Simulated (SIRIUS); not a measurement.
Crystal: ZrB2.

```
Zr B
1.0
     3.17000    0.00000    0.00000
    -1.58500    2.74530    0.00000
     0.00000    0.00000    3.53300
Zr B
1 2
Cartesian
  0.0000 0.0000 0.0000
  1.5850 0.9151 1.7665
  0.0000 1.8302 1.7665
```

Base run:

```yaml
Program: SIRIUS 7.10.0
Functional: PBE
Potentials_or_basis: PseudoDojo 0.4.1 PBE standard (scalar relativistic)
Cutoff: 1054 eV
Density_cutoff: 4214 eV
k_mesh: 10 × 10 × 8
Occupations: fermi-dirac, width 0.05 eV
Spin: no spin polarisation
Hubbard_terms: Zr d U = 8 eV
```

Its results: band gap on the k mesh none (metal or under the smearing width); pressure 8.9 GPa.

Question: The run is repeated on the same cell with these changes: hubbard terms from Zr d U = 8 eV to Zr d U = 2 eV. What comes out?

Answer: Band gap on the k mesh none (metal or under the smearing width); pressure 2.5 GPa.

Caveats: U without spin polarisation on a metal has little footing; the U is typed as a test and isn't derived for this compound.
